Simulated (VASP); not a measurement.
A run of VASP 6.6.1:

INCAR

```
PREC     = Accurate       # precision mode
ENCUT    = 600            # plane-wave cutoff, eV
EDIFF    = 1E-6           # SCF threshold, eV
ISMEAR   = 0              # smearing method
SIGMA    = 0.02           # smearing width, eV
LREAL    = False          # projectors in reciprocal space
LASPH    = True           # aspherical terms in the spheres
NELM     = 80             # most SCF steps
ALGO     = Normal         # electronic algorithm
ISIF     = 3              # what is computed and relaxed
LWAVE    = False          # write WAVECAR
LCHARG   = False          # write CHGCAR
GGA      = PS             # functional
IBRION   = 2              # ionic algorithm
NSW      = 70             # ionic steps
EDIFFG   = -0.005         # ionic threshold
```

Contents of KPOINTS:

```
regular mesh
0
Gamma
  8 8 8
```

The input POSCAR:

```
Li2O
1.0
    0.0000000000      2.3130253888      2.3130253888
    2.3130253888      0.0000000000      2.3130253888
    2.3130253888      2.3130253888      0.0000000000
Li O
2 1
Direct
    0.2500000000      0.2500000000      0.2500000000
    0.7500000000      0.7500000000      0.7500000000
    0.0000000000      0.0000000000      0.0000000000
```

Potentials or basis: VASP PAW PBE potentials, release 64 (Li_sv, O).

Command:

```sh
$ cat potpaw_PBE.64/Li_sv/POTCAR potpaw_PBE.64/O/POTCAR > POTCAR
$ mpirun -np 1 vasp_std > vasp.out
```

Hardware: 1 thread of Intel(R) Xeon(R) Platinum 8488C (Sapphire Rapids), with other jobs on the host.

Question: How long does it take, and how much memory?

Answer: Run time: 18 s on 1 thread of Intel(R) Xeon(R) Platinum 8488C (Sapphire Rapids) (shared host), peak memory 0.15 GiB. Counts: scf iterations 29, k points 29, ion steps 4.
